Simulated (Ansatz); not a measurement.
Relaxed CsBr (CsCl type):

```yaml
crystal:
  lattice:
    - [8.77795, 0.00000, 0.00000]
    - [0.00000, 4.38897, 0.00000]
    - [0.00000, 0.00000, 4.38897]
  atoms:
    - { symbol: Cs, position: [0.00000, 0.00000, 0.00000] }
    - { symbol: Cs, position: [0.50000, 0.00000, 0.00000] }
    - { symbol: Br, position: [0.25000, 0.50000, 0.50000] }
    - { symbol: Br, position: [0.75000, 0.50000, 0.50000] }
```

In each cell atom 4 (Br, nearest neighbour Cs at 3.801 Å; its periodic images, 4.4 Å or more away, move with it) moves by s·(0.707, 0.707, 0.000) (along Cartesian [110]), the rest being held.

Level of theory: PBE (plane waves to 420 eV, PAW, scalar-relativistic; Ansatz, an electronic-structure program). k mesh 3×6×6 (Γ-centred), Fermi-Dirac smearing 0.05 eV. Energies are smeared free energies. CsBr was relaxed with its symmetry unable to fall. The zero of ΔE is the undisplaced structure.

Successive frames, forces in eV/Å:

```csv
frame,ΔE (meV/cell),F on Cs1,F on Cs2,F on Br3,F on Br4
s = -0.760 Å,368,"(0.035, -0.006, 0.000)","(-0.663, -0.629, 0.000)","(-0.433, -0.011, 0.000)","(1.060, 0.646, 0.000)"
s = -0.608 Å,215,"(0.010, -0.016, 0.000)","(-0.417, -0.396, 0.000)","(-0.343, -0.010, 0.000)","(0.750, 0.421, 0.000)"
s = -0.456 Å,112,"(-0.010, -0.023, 0.000)","(-0.241, -0.229, 0.000)","(-0.255, -0.008, 0.000)","(0.505, 0.260, 0.000)"
s = -0.304 Å,47,"(-0.021, -0.026, 0.000)","(-0.120, -0.115, 0.000)","(-0.169, -0.006, 0.000)","(0.309, 0.147, 0.000)"
```

Problem. What are the energy and the forces in the next frame, s = -0.152 Å?

Solution. ΔE (meV/cell) = 11.

```csv
atom,Fx,Fy,Fz
Cs1,-0.019,-0.020,0.000
Cs2,-0.043,-0.042,0.000
Br3,-0.084,-0.003,0.000
Br4,0.146,0.065,0.000
```

(A displaced cell: forces are minus the slopes of the energy, force constants its curvatures, and phonons follow from these.)
